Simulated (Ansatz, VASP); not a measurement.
## One calculation of ZnSe, two programs

INCAR

```
PREC = Accurate ; ENCUT = 520
EDIFF = 1E-7 ; ISMEAR = 0
SIGMA = 0.05 ; LREAL = F
LASPH = T ; NELM = 80
ALGO = Normal ; ISIF = 2
LWAVE = F ; LCHARG = F
GGA = PS ; NBANDS = 16
```

KPOINTS

```
regular mesh
0
Gamma
  10 10 10
```

File POSCAR:

```
ZnSe
1.0
    0.0000000000      2.8338000000      2.8338000000
    2.8338000000      0.0000000000      2.8338000000
    2.8338000000      2.8338000000      0.0000000000
Zn Se
1 1
Direct
    0.0000000000      0.0000000000      0.0000000000
    0.2500000000      0.2500000000      0.2500000000
```

Input for Ansatz:

```yaml
crystal:
  lattice:
    - [0.0, 2.8338, 2.8338]
    - [2.8338, 0.0, 2.8338]
    - [2.8338, 2.8338, 0.0]
  atoms:
    - { symbol: Zn, position: [0.0, 0.0, 0.0] }
    - { symbol: Se, position: [0.25, 0.25, 0.25] }
basis:
  ecutwfc: 420
  fft_grid_basis: typed
kpoints:
  mp_grid: { grid: [10, 10, 10] }
hamiltonian:
  xc: pbesol
scf:
  occupations: { method: gaussian, width: 0.05 }
output:
  forces: true
  stress: true
  eigenvalues: true
  bader: true
  write_density: true
  volumetric_format: npy
  elf: true
```

Alike in both runs: task single point; functional PBEsol; k mesh 10 × 10 × 10; occupations gaussian, width 0.05 eV; no spin polarisation.

```csv
,VASP,Ansatz
version,VASP 6.6.1,Ansatz 0.2.0
potentials or method,"VASP PAW PBE potentials, release 64 (Zn, Se)","scalar-relativistic, plane waves, PAW"
plane-wave cutoff (eV),520,420
valence electrons in the cell,18,28
```

VASP gave:

| Quantity | Value |
| --- | --- |
| gap on the k mesh at the Fermi level (eV) | 1.17 |
| pressure (GPa) | -0.9 |

Question: Estimate Ansatz's values.

Answer: gap on the k mesh at the Fermi level (eV): 1.17; pressure (GPa): -1.1.

The two sets of potentials don't hold the same shells in valence.

Caveats: the PAW data sets were made with another functional, which shifts forces and pressure a little (VASP). A hybrid or GW would open this gap; PBEsol tends to underestimate it.
